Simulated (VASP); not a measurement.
# PtSe2 (P-3m1) in VASP: notebook

One crystal, PtSe2, is run at these levels: PBE+D4; tasks: relaxation of cell and atoms.

All numbers are computed with VASP 6.6.1; they aren't measurements. Logs are shortened: lines on timing, memory, paths and dates and some standing lists are left out, and cuts for length are marked.

**1. Starting point**

The structure is trigonal, space group P-3m1 (No. 164). Conventional cell: a = 3.724 Å, b = 3.724 Å, c = 5.062 Å, α = 90.00°, β = 90.00°, γ = 120.00°. Pt (site symmetry -3m) is surrounded by 6 Se at 2.49 Å. Se (site symmetry 3m) is surrounded by 3 Pt at 2.49 Å.

**2. Relaxation of cell and atoms, PBE+D4**

File INCAR:

```
SYSTEM = PtSe2
ALGO = Normal ; EDIFF = 1E-7
EDIFFG = -0.002 ; ENCUT = 520
GGA = PE ; IBRION = 2
ISIF = 3 ; ISMEAR = 0
IVDW = 13 ; LASPH = .True.
LCHARG = .False. ; LREAL = .False.
LWAVE = .False. ; NELM = 100
NSW = 80 ; PREC = Accurate
SIGMA = 0.02
```

File KPOINTS:

```
k-points
0
Gamma
  9 9 6
  0 0 0
```

File POSCAR:

```
PtSe2
1.0
    3.7240000000      0.0000000000      0.0000000000
   -1.8620000000      3.2250786000      0.0000000000
    0.0000000000      0.0000000000      5.0620000000
Pt Se
1 2
Direct
    0.0000000000      0.0000000000      0.0000000000
    0.3333333300      0.6666666700      0.2500000000
    0.6666666700      0.3333333300      0.7500000000
```

Potentials or basis: VASP PAW PBE potentials, release 64 (Pt, Se).

Run with:

```console
$ cat potpaw_PBE.64/Pt/POTCAR potpaw_PBE.64/Se/POTCAR > POTCAR
$ mpirun -np 1 vasp_std > vasp.out
```

OUTCAR:

```text
SYSTEM = PtSe2
   EDIFF = 1E-7
   EDIFFG = -0.002
   ENCUT = 520
   GGA = PE
   IBRION = 2
   ISIF = 3
   ISMEAR = 0
   IVDW = 13
   LASPH = .True.
   LREAL = .False.
   NELM = 100
   NSW = 80
   PREC = Accurate

 ion  position               nearest neighbor table
   1  0.000  0.000  0.000-   2 2.49   3 2.49   2 2.49   3 2.49   3 2.49   2 2.49
   2  0.333  0.667  0.250-   1 2.49   1 2.49   1 2.49
   3  0.667  0.333  0.750-   1 2.49   1 2.49   1 2.49

  LATTYP: Found a hexagonal cell.
 ALAT       =     3.7240000000
 C/A-ratio  =     1.3592910849

  Lattice vectors:

 A1 = (   3.7240000000,   0.0000000000,   0.0000000000)
 A2 = (  -1.8620000000,   3.2250786000,   0.0000000000)
 A3 = (   0.0000000000,   0.0000000000,   5.0620000000)

Analysis of symmetry for initial positions (statically):
=====================================================================
 Subroutine PRICEL returns:
 Original cell was already a primitive cell.

 Routine SETGRP: Setting up the symmetry group for a
 hexagonal supercell.

 Subroutine GETGRP returns: Found 12 space group operations
 (whereof 12 operations were pure point group operations)
 out of a pool of 24 trial point group operations.

The static configuration has the point symmetry D_3d.

Analysis of symmetry for dynamics (positions and initial velocities):
=====================================================================
 Subroutine PRICEL returns:
 Original cell was already a primitive cell.

 Routine SETGRP: Setting up the symmetry group for a
 hexagonal supercell.

 Subroutine GETGRP returns: Found 12 space group operations
 (whereof 12 operations were pure point group operations)
 out of a pool of 24 trial point group operations.

The dynamic configuration has the point symmetry D_3d.

 Subroutine INISYM returns: Found 12 space group operations
 (whereof 12 operations are pure point group operations),
 and found     1 'primitive' translations

----------------------------------------------------------------------------------------

                                     Primitive cell

  volume of cell :      60.7956

  direct lattice vectors                    reciprocal lattice vectors
     3.724000000  0.000000000  0.000000000     0.268528464  0.155034981  0.000000000
    -1.862000000  3.225078600  0.000000000     0.000000000  0.310069962  0.000000000
     0.000000000  0.000000000  5.062000000     0.000000000  0.000000000  0.197550375

  length of vectors
     3.724000000  3.723999997  5.062000000     0.310069962  0.310069962  0.197550375

  position of ions in fractional coordinates (direct lattice)
     0.000000000  0.000000000  0.000000000
     0.333333330  0.666666670  0.250000000
     0.666666670  0.333333330  0.750000000

  ion indices of the primitive-cell ions
   primitive index   ion index
                 1           1
                 2           2
                 3           3

----------------------------------------------------------------------------------------

 KPOINTS: k-points

Automatic generation of k-mesh.
 Grid dimensions read from file:
 generate k-points for:    9    9    6

 Generating k-lattice:

  Cartesian coordinates                     Fractional coordinates (reciprocal lattice)
     0.029836496  0.017226109  0.000000000     0.111111111  0.000000000  0.000000000
     0.000000000  0.034452218  0.000000000     0.000000000  0.111111111  0.000000000
     0.000000000  0.000000000  0.032925063     0.000000000  0.000000000  0.166666667

  Length of vectors
     0.034452218  0.034452218  0.032925063

  Shift w.r.t. Gamma in fractional coordinates (k-lattice)
     0.000000000  0.000000000  0.000000000

 Subroutine IBZKPT returns following result:
 ===========================================

 Found     62 irreducible k-points:

 Following reciprocal coordinates:
            Coordinates               Weight
  0.000000  0.000000  0.000000      1.000000
  0.111111  0.000000  0.000000      6.000000
  0.222222  0.000000  0.000000      6.000000
  0.333333 -0.000000  0.000000      6.000000
  0.444444  0.000000  0.000000      6.000000
  0.111111  0.111111  0.000000      6.000000
[... 16 lines left out ...]
  0.222222  0.111111  0.166667     12.000000
 -0.111111  0.333333  0.166667     12.000000
 [... further k-points ...]
   k-points           NKPTS =     62   k-points in BZ     NKDIM =     62   number of bands    NBANDS=     15
   number of dos      NEDOS =    301   number of ions     NIONS =      3
   total plane-waves  NPLWV =  31360
   dimension x,y,z NGX =    28 NGY =   28 NGZ =   40
   dimension x,y,z NGXF=    56 NGYF=   56 NGZF=   80
   ions per type =               1   2
   NGX,Y,Z   is equivalent  to a cutoff of  12.50, 12.50, 13.14 a.u.
   NGXF,Y,Z  is equivalent  to a cutoff of  25.00, 25.00, 26.27 a.u.
 SYSTEM =  PtSe2
   PREC   = accura    normal or accurate (medium, high low for compatibility)
   ISTART =      0    job   : 0-new  1-cont  2-samecut
   ICHARG =      2    charge: 1-file 2-atom 10-const
   ISPIN  =      1    spin polarized calculation?
   LNONCOLLINEAR =      F non collinear calculations
   LSORBIT =      F    spin-orbit coupling
   LASPH  =      T    aspherical Exc in radial PAW
   ENCUT  =  520.0 eV  38.22 Ry    6.18 a.u.   6.92  6.92  9.41*2*pi/ulx,y,z
   NELM   =    100;   NELMIN=  2; NELMDL= -5     # of ELM steps
   EDIFF  = 0.1E-06   stopping-criterion for ELM
   LREAL  =      F    real-space projection
   EDIFFG = -.2E-02   stopping-criterion for IOM
   NSW    =     80    number of steps for IOM
   IBRION =      2    ionic relax: 0-MD 1-quasi-New 2-CG
   NFREE  =      1    steps in history (QN), initial steepest desc. (CG)
   ISIF   =      3    stress and relaxation
   ISYM   =      2    0-nonsym 1-usesym 2-fastsym
   POTIM  = 0.5000    time-step for ionic-motion
   TEBEG  =    0.0;   TEEND  =   0.0 temperature during run
   PSTRESS=    0.0 pullay stress
   NELECT =      22.0000    total number of electrons
   NUPDOWN=      -1.0000    fix difference up-down
   EMIN   =  10.00;   EMAX   =-10.00  energy-range for DOS
   EFERMI =   0.00;   METHOD = LEGACY
   ISMEAR =     0;   SIGMA  =   0.02  broadening in eV -4-tet -1-fermi 0-gaus
   EFERMI_NEDOS =   21; number of points for ismear=-14 and -15
   IALGO  =     38    algorithm
   IMIX   =      4    mixing-type and parameters
     AMIX     =   0.40;   BMIX     =  1.00
     AMIX_MAG =   1.60;   BMIX_MAG =  1.00
  volume/ion in A,a.u.               =      20.27       136.76
  Fermi-wavevector in a.u.,A,eV,Ry     =   1.166608  2.204570 18.517184  1.360975
  Thomas-Fermi vector in A             =   2.303119
   LORBIT       =      0    0 simple, 1 ext, 2 COOP (PROOUT), +10 PAW based schemes
   GGA     = PE    functional components
   LHFCALC =     F    Hartree Fock is set to
   AEXX    =    0.0000 exact exchange contribution
   IVDW    =    13    specifies the selected vdW correction
   LEPSILON=     F    determine dielectric tensor
   LRPA    =     F    only Hartree local field effects (RPA)
 conjugate gradient relaxation of ions
 non-spin polarized calculation
 Gauss-broadening in eV      SIGMA  =   0.02
  energy-cutoff  :      520.00
  volume of cell :       60.80
 maximum number of plane-waves:      1650
   NGX = 13   NGY = 13   NGZ = 19

--------------------------------------- Ionic step        1  -------------------------------------------

 number of electron      21.9999999 magnetization

 Free energy of the ion-electron system (eV)
  ---------------------------------------------------
  ext. energy  EPLUGINS =         0.00000000
  ---------------------------------------------------
  free energy    TOTEN  =       -14.18531625 eV

  energy without entropy =      -14.18515943  energy(sigma->0) =      -14.18523784

------------------------ aborting loop because EDIFF is reached ----------------------------------------

  DFT-D4 for vdW energy calculation

  Edisp (eV):   -1.50004

  FORCE on cell =-STRESS in cart. coord.  units (eV):
  Direction    XX          YY          ZZ          XY          YZ          ZX
  --------------------------------------------------------------------------------------
  -------------------------------------------------------------------------------------
  Total       1.61961     1.61961     0.84092     0.00000     0.00000     0.00000
  in kB      42.68229    42.68229    22.16119     0.00000     0.00000     0.00000
  external pressure =       35.84 kB  Pullay stress =        0.00 kB
[... 100 lines left out ...]
  FREE ENERGIE OF THE ION-ELECTRON SYSTEM (eV)
  ---------------------------------------------------
  free  energy   TOTEN  =       -15.7104149567 eV

  energy  without entropy=      -15.7102754386  energy(sigma->0) =      -15.71034520

[... ionic steps 4 to 12 ...]

--------------------------------------- Ionic step       13  -------------------------------------------

 number of electron      21.9999997 magnetization

------------------------ aborting loop because EDIFF is reached ----------------------------------------

  DFT-D4 for vdW energy calculation

  Edisp (eV):   -1.54020
[... 71 lines left out ...]
  energy  without entropy=      -15.7356155234  energy(sigma->0) =      -15.73576869

--------------------------------------- Ionic step       15  -------------------------------------------

 number of electron      21.9999997 magnetization

 Free energy of the ion-electron system (eV)
  ---------------------------------------------------
  ext. energy  EPLUGINS =         0.00000000
  ---------------------------------------------------
  free energy    TOTEN  =       -14.19543873 eV

  energy without entropy =      -14.19513331  energy(sigma->0) =      -14.19528602

 E-fermi :   6.7294     XC(G=0): -10.8252

 val. band max:        6.6798518620   @ k =   0.3333   0.3333   0.0000
 cond. band min:       6.7335970745   @ k =  -0.1111   0.4444   0.1667
 fundamental gap:      0.0537452126
 Fermi energy:         6.7293843537

 k-point     1 :       0.0000    0.0000    0.0000
  band No.  band energies     occupation
      1      -8.9502      2.00000
      2      -5.8560      2.00000
      3      -0.4028      2.00000
      4       0.4971      2.00000
      5       0.4971      2.00000
      6       2.9266      2.00000
      7       2.9266      2.00000
      8       4.2360      2.00000
      9       5.7128      2.00000
     10       5.7128      2.00000
     11       7.4982      0.00000
     12       7.7743      0.00000
     13       7.7743      0.00000
     14      10.0789      0.00000
     15      10.8195      0.00000
[... 397 lines left out ...]
 k-point    24 :      -0.1111    0.3333    0.1667
  band No.  band energies     occupation
      1      -8.0202      2.00000
      2      -6.4003      2.00000
      3       0.1323      2.00000
      4       0.7988      2.00000
      5       1.1094      2.00000
      6       1.7911      2.00000
      7       2.5266      2.00000
      8       3.3705      2.00000
      9       4.3761      2.00000
     10       4.7856      2.00000
     11       6.2531      2.00000
     12       7.0568      0.00000
     13       8.1014      0.00000
     14      11.3539      0.00000
     15      12.9235      0.00000

 [... further k-points ...]

------------------------ aborting loop because EDIFF is reached ----------------------------------------

  DFT-D4 for vdW energy calculation

  Edisp (eV):   -1.54049

  FORCE on cell =-STRESS in cart. coord.  units (eV):
  Direction    XX          YY          ZZ          XY          YZ          ZX
  --------------------------------------------------------------------------------------
  -------------------------------------------------------------------------------------
  Total       0.00298     0.00298    -0.00339     0.00000     0.00000     0.00000
  in kB       0.08028     0.08028    -0.09148     0.00000     0.00000     0.00000
  external pressure =        0.02 kB  Pullay stress =        0.00 kB
[... 18 lines left out ...]
  FREE ENERGIE OF THE ION-ELECTRON SYSTEM (eV)
  ---------------------------------------------------
  free  energy   TOTEN  =       -15.7359264625 eV

  energy  without entropy=      -15.7356210464  energy(sigma->0) =      -15.73577375

 reached required accuracy - stopping structural energy minimisation
```

Run time: 3.6 min. Hardware: 1 thread of Intel Xeon 6975P-C (Granite Rapids), shared host; peak memory 0.23 GiB.

What came out:

```
Free energy                            : -15.7359 eV
Relaxed volume                         : 19.80 Å³/atom
Relaxed cell                           : a = 3.770 Å, b = 3.770 Å, c = 4.825 Å, α = 90.00°, β = 90.00°, γ = 120.00°
Space group after relaxing (to 0.05 Å) : P-3m1 (No. 164)
Energy gained by relaxing              : 16.9 meV/atom
Ionic steps                            : 15
Pressure after relaxing                : 0.0 GPa
Band gap on the k mesh                 : none (metal or under the smearing width)
Dispersion energy per atom             : -0.513 eV
```

The path:
| step | energy change (eV) | largest force (eV/Å) | pressure (GPa) | volume (Å³) |
| --- | --- | --- | --- | --- |
| 1 | 0.0000 | 0.6265 | 3.58 | 60.80 |
| 2 | 0.0337 | 0.4085 | -5.99 | 64.87 |
| 3 | -0.0251 | 0.1837 | -0.59 | 62.35 |
| 4 | -0.0251 | 0.1919 | -0.50 | 62.32 |
| 5 | -0.0303 | 0.1621 | -0.43 | 61.94 |
| 6 | -0.0419 | 0.0675 | -0.11 | 60.81 |
| 7 | -0.0426 | 0.1527 | 0.94 | 58.58 |
| 8 | -0.0466 | 0.0185 | 0.35 | 59.76 |
| 9 | -0.0481 | 0.1360 | -1.17 | 59.95 |
| 10 | -0.0489 | 0.0945 | -0.62 | 59.88 |
| 11 | -0.0505 | 0.0094 | 0.04 | 59.33 |
| 12 | -0.0506 | 0.0034 | -0.04 | 59.40 |
| 13 | -0.0506 | 0.0052 | -0.05 | 59.41 |
| 14 | -0.0506 | 0.0013 | 0.05 | 59.39 |
| 15 | -0.0506 | 0.0017 | 0.00 | 59.40 |

Final structure:
```cif
data_structure
_symmetry_space_group_name_H-M 'P 1'
_symmetry_Int_Tables_number 1
_cell_length_a 3.7703
_cell_length_b 3.7703
_cell_length_c 4.8247
_cell_angle_alpha 90.000
_cell_angle_beta 90.000
_cell_angle_gamma 120.000
_cell_volume 59.40
loop_
_atom_site_label
_atom_site_type_symbol
_atom_site_fract_x
_atom_site_fract_y
_atom_site_fract_z
_atom_site_occupancy
Pt1 Pt 0.00000 0.00000 0.00000 1
Se1 Se 0.33333 0.66667 0.26595 1
Se2 Se 0.66667 0.33333 0.73405 1
```

Caveat: pairwise dispersion overbinds metals, which lowers pressure and volume. Spin-orbit coupling is left out, which matters for the levels of Pt.

(Part 1 of 2 ends here.)
